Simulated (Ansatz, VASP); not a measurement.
**PtS2 in VASP and in Ansatz**

Contents of INCAR:

```
SYSTEM = PtS2
ALGO = Normal
EDIFF = 1E-7
ENCUT = 520
GGA = PE
ISIF = 2
ISMEAR = -1
LASPH = .TRUE.
LCHARG = .FALSE.
LREAL = .FALSE.
LWAVE = .FALSE.
NBANDS = 18
NELM = 60
PREC = Accurate
SIGMA = 0.05
```

File KPOINTS:

```
k-points
0
G
  7 7 5
  0 0 0
```

POSCAR

```
PtS2
1.0
    3.6849280000      0.0000000000      0.0000000000
   -1.8424640000      3.1912412591      0.0000000000
    0.0000000000      0.0000000000      5.0388000000
Pt S
1 2
Direct
    0.0000000000      0.0000000000      0.0000000000
    0.6666666667      0.3333333333      0.7730000000
    0.3333333333      0.6666666667      0.2270000000
```

The input input.yaml:

```yaml
crystal:
  lattice:
    - [3.684928, 0.0, 0.0]
    - [-1.842464, 3.1912412591, 0.0]
    - [0.0, 0.0, 5.0388]
  atoms:
    - { symbol: Pt, position: [0.0, 0.0, 0.0] }
    - { symbol: S, position: [0.6666666667, 0.3333333333, 0.773] }
    - { symbol: S, position: [0.3333333333, 0.6666666667, 0.227] }
hamiltonian:
  xc: pbe
  pseudopotentials: { kind: paw }
kpoints:
  mp_grid: { grid: [7, 7, 5] }
scf:
  occupations: { method: fermi_dirac, width: 0.05 }
output:
  forces: true
  stress: true
  eigenvalues: true
```

Alike in both runs: task single point; functional PBE; k mesh 7 × 7 × 5; occupations fermi-dirac, width 0.05 eV; no spin polarisation.

```csv
,VASP,Ansatz
version,VASP 6.6.1,Ansatz 0.2.0
potentials or method,"VASP PAW PBE potentials, release 64 (Pt, S)",Ansatz PAW
plane-wave cutoff (eV),520,420
valence electrons in the cell,22,30
```

|  | VASP | Ansatz | Ansatz less VASP |
| --- | --- | --- | --- |
| gap on the k mesh at the Fermi level (eV) | 0.69 | 0.68 | 0.000 |
| least direct gap on the mesh (eV) | 0.91 | 0.90 | -0.009 |
| pressure (GPa) | -1.9 | -1.5 | +0.40 |
| largest component of the traceless stress (GPa) | 4.09 | 3.94 | -0.154 |
| rms of the force components (eV/Å) | 0.090 | 0.105 | +0.0152 |

Atom by atom the forces differ by 0.015 eV/Å (rms over components). The functional is the same, so the differences come from potentials, cutoffs and numerics. The two sets of potentials don't hold the same shells in valence.

Caveats: spin-orbit coupling is left out, which moves the levels of the heavy elements; an odd mesh through Γ misses points on the zone boundary, where band edges often lie (VASP); odd divisions of the mesh miss points on the zone boundary, where band edges often lie, so the gap on the mesh can be too wide (Ansatz). A hybrid or GW would open this gap; PBE tends to underestimate it.
